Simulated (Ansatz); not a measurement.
**Pressure against volume in Re**

It comes from a database structure that was distorted and then relaxed.

Method: Ansatz 0.2.0, DFT PBE, scalar-relativistic, plane waves, PAW. Plane waves to 420 eV, a 24×24×24 mesh through Γ for the 1-atom cell and 0.10 eV Gaussian smearing; no spin polarisation.

```
Re
1.0
     0.00000    1.95763    1.95763
     1.95763    0.00000    1.95763
     1.95763    1.95763    0.00000
Re
1
Direct
  0.50000 0.50000 0.50000
```

The cell was set to several volumes, with shape and atoms relaxed at each where symmetry leaves them free. Pressure is positive in compression, and energies count from the lowest row. No row has a gap on its mesh.

```csv
row,V (Å³/atom),P (GPa),ΔE (meV/atom)
1,13.204,61.31,306.5
2,13.654,?,?
3,14.104,25.64,68.1
4,14.554,11.79,16.1
5,15.004,0.00,0.0
6,15.455,-10.04,14.4
7,15.905,-18.57,54.9
8,16.505,-27.93,142.7
```

**Question.** Find B = −V·ΔP/ΔV from rows 4 and 6 and from rows 1 and 3, and from the two its slope B′ and its value B0 at zero pressure.

**Answer.** Rows 4 and 6 give −(14.554 + 15.455)/2 × (-10.04 − (11.79))/(15.455 − 14.554) = 363.5 GPa at a mean pressure of 0.88 GPa. Rows 1 and 3 give −(13.204 + 14.104)/2 × (25.64 − (61.31))/(14.104 − 13.204) = 541.2 GPa at a mean pressure of 43.48 GPa. So B′ = (541.2 − 363.5)/(43.48 − (0.88)) = 4.17 and B0 = 363.5 − 4.17 × (0.88) = 359.8 GPa. A third-order Birch–Murnaghan fit to all the energies gives B0 = 361.5 GPa and B′ = 4.4.

**Question.** Estimate the pressure and energy of row 2.

**Answer.** From row 5, V0 = 15.004 × (1 + (0.00)/359.8) = 15.004 Å³/atom. Murnaghan's form P = (B0/B′)·[(V0/V)^B′ − 1] gives (359.8/4.17) × [(15.004/13.654)^4.17 − 1] = 41.56 GPa; the computed pressure is 41.99 GPa, so the estimate is off by -0.43 GPa. The work of compression from row 3, with the mean of the two pressures, gives ΔE = 68.1 + (41.56 + 25.64)/2 × (14.104 − 13.654)/160.2 × 1000 = 162.5 meV/atom (1 eV/Å³ = 160.2 GPa); the computed value is 162.2 meV/atom.

These runs have no spin–orbit coupling, which can matter for Re. All volumes keep the k mesh of the relaxed cell. A later test with randomly moved atoms came back to the same energy, though modes that don't fit the test's cell weren't probed.
